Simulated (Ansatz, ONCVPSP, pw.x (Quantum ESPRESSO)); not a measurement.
## What a changed setting does to a pw.x run (bcc Os)

Potential: optimised norm-conserving Vanderbilt (ONCV), ONCVPSP 4.0.1.1 (patched build), PBE; core [Kr] 4d10 4f14, reference 5s2 5p6 5d6 6s2; waves: 5s+6s: rc 1.55 bohr, ncon 4, nbas 8, qcut 7.1 1/bohr, 2 projectors; 5p: rc 1.50 bohr, ncon 4, nbas 7, qcut 8.6 1/bohr, 2 projectors, debl 1.3 Ha; 5d: rc 1.90 bohr, ncon 4, nbas 8, qcut 9.5 1/bohr, 2 projectors, debl 2.4 Ha; local part: polynomial inside 1.30 bohr (lpopt 5, dvloc0 0 Ha); core correction: Teter function, fcfact 4.25, rcfact 1.55. In the p channel the program set the typed energies aside and used -1.868, 0.250 Ha.

The reference run (k-mesh 15³, cutoffs 75/300 Ry, Fermi–Dirac 0.01 Ry, mixing_beta 0.4, conv_thr 1e-9, no spin) gives -4.01 GPa at 14.794 Å³/atom, where all-electron LAPW gives -0.02 GPa. This run, with its own iteration cap, changes degauss to 0.002.

```
&control
  calculation='scf', prefix='x', pseudo_dir='./', outdir='./tmp', tstress=.true., disk_io='none'
/
&system
  ibrav=0, nat=1, ntyp=1, ecutwfc=75, ecutrho=300, nbnd=16,
  occupations='smearing', smearing='fd', degauss=0.002
/
&electrons
  conv_thr=1e-09, mixing_beta=0.4, electron_maxstep=50
/
ATOMIC_SPECIES
Os 1.0 Os.UPF
CELL_PARAMETERS angstrom
  -1.54647133 1.54647133 1.54647133
  1.54647133 -1.54647133 1.54647133
  1.54647133 1.54647133 -1.54647133
ATOMIC_POSITIONS crystal
Os 0.0000 0.0000 0.0000
K_POINTS automatic
15 15 15 0 0 0
```

```bash
pw.x < Os.scf.in > Os.scf.out
```

**Question.** How does the run end?

**Answer.** It converges in 7 iterations; the free energy moves by +40.9 meV/atom and the pressure by -0.71 GPa. In a metal, with Fermi–Dirac smearing, F lies below its zero-width value by a term in the square of the width.

```
Message from routine setup:
     using ibrav=0 with symmetry is DISCOURAGED, use correct ibrav instead
     lattice parameter (alat)  =       5.0618  a.u.
     unit-cell volume          =      99.8349 (a.u.)^3
     number of electrons       =        16.00
     number of Kohn-Sham states=           16
     kinetic-energy cutoff     =      75.0000  Ry
     charge density cutoff     =     300.0000  Ry
     scf convergence threshold =      1.0E-09
     Exchange-correlation= PBE
     number of k points=   120  Fermi-Dirac smearing, width (Ry)=  0.0020
     iteration #  1     ecut=    75.00 Ry     beta= 0.40
     total energy              =    -203.84579227 Ry
     estimated scf accuracy    <       0.02728928 Ry
     iteration #  2     ecut=    75.00 Ry     beta= 0.40
     total energy              =    -203.84816141 Ry
     estimated scf accuracy    <       0.00237794 Ry
     iteration #  3     ecut=    75.00 Ry     beta= 0.40
     total energy              =    -203.84844925 Ry
     estimated scf accuracy    <       0.00026266 Ry
     iteration #  4     ecut=    75.00 Ry     beta= 0.40
     total energy              =    -203.84845948 Ry
     estimated scf accuracy    <       0.00000256 Ry
     iteration #  5     ecut=    75.00 Ry     beta= 0.40
     total energy              =    -203.84846040 Ry
     estimated scf accuracy    <       0.00000022 Ry
     iteration #  6     ecut=    75.00 Ry     beta= 0.40
     total energy              =    -203.84846042 Ry
     estimated scf accuracy    <          6.3E-09 Ry
     iteration #  7     ecut=    75.00 Ry     beta= 0.40
     the Fermi energy is    24.7805 ev
!    total energy              =    -203.84846042 Ry
     estimated scf accuracy    <          1.7E-10 Ry
     smearing contrib. (-TS)   =      -0.00030096 Ry
     The total energy is F=E-TS. E is the sum of the following terms:
     one-electron contribution =     -25.08018082 Ry
     hartree contribution      =      23.93277953 Ry
     xc contribution           =     -43.30412452 Ry
     ewald contribution        =    -159.39663366 Ry
     convergence has been achieved in   7 iterations
          total   stress  (Ry/bohr**3)                   (kbar)     P=      -47.19
     Message from routine punch:
     Nothing written, as per user request (disk_io='none')
```

The run took about 39 s on one core of a shared host (Neoverse-N1, 64 threads, 124 GiB, load 53).
